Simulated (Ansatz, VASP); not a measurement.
## Pd in VASP and in Ansatz

Contents of INCAR:

```
SYSTEM = Pd
ALGO = Normal
EDIFF = 1E-6
ENCUT = 520
GGA = PE
ISIF = 2
ISMEAR = -1
LASPH = .TRUE.
LCHARG = .FALSE.
LREAL = .FALSE.
LWAVE = .FALSE.
NBANDS = 17
NELM = 60
PREC = Accurate
SIGMA = 0.08
```

File KPOINTS:

```
k-points
0
G
  15 15 8
  0 0 0
```

The input POSCAR:

```
Pd
1.0
    2.7925160338      0.0000000000      0.0000000000
   -1.3962580169      2.4183898257      0.0000000000
    0.0000000000      0.0000000000      4.6569462692
Pd
2
Direct
    0.3333333333      0.6666666667      0.2500000000
    0.6666666667      0.3333333333      0.7500000000
```

Input for Ansatz:

```yaml
crystal:
  lattice:
    - [2.7925160338, 0.0, 0.0]
    - [-1.3962580169, 2.4183898257, 0.0]
    - [0.0, 0.0, 4.6569462692]
  atoms:
    - { symbol: Pd, position: [0.3333333333, 0.6666666667, 0.25] }
    - { symbol: Pd, position: [0.6666666667, 0.3333333333, 0.75] }
kpoints:
  mp_grid: { grid: [15, 15, 8] }
scf:
  occupations: { method: fermi_dirac, width: 0.08 }
hamiltonian:
  xc: pbe
  pseudopotentials: { kind: all_electron, lapw: { basis_error: 0.00025 } }
output:
  forces: true
  stress: true
  eigenvalues: true
```

Change from the starting cell: volume scaled by 1.02.

Alike in both runs: task single point; functional PBE; k mesh 15 × 15 × 8; occupations fermi-dirac, width 0.08 eV; no spin polarisation.

|  | VASP | Ansatz |
| --- | --- | --- |
| version | VASP 6.6.1 | Ansatz 0.2.0 |
| potentials or method | VASP PAW PBE potentials, release 64 (Pd) | all-electron LAPW, scalar-relativistic |
| plane-wave cutoff (eV) | 520 | see its input |

```csv
,VASP,Ansatz,Ansatz less VASP
pressure (GPa),-3.4,-3.2,+0.15
```

Ansatz ran all-electron here, so the differences hold the error of VASP's frozen core and of both bases.
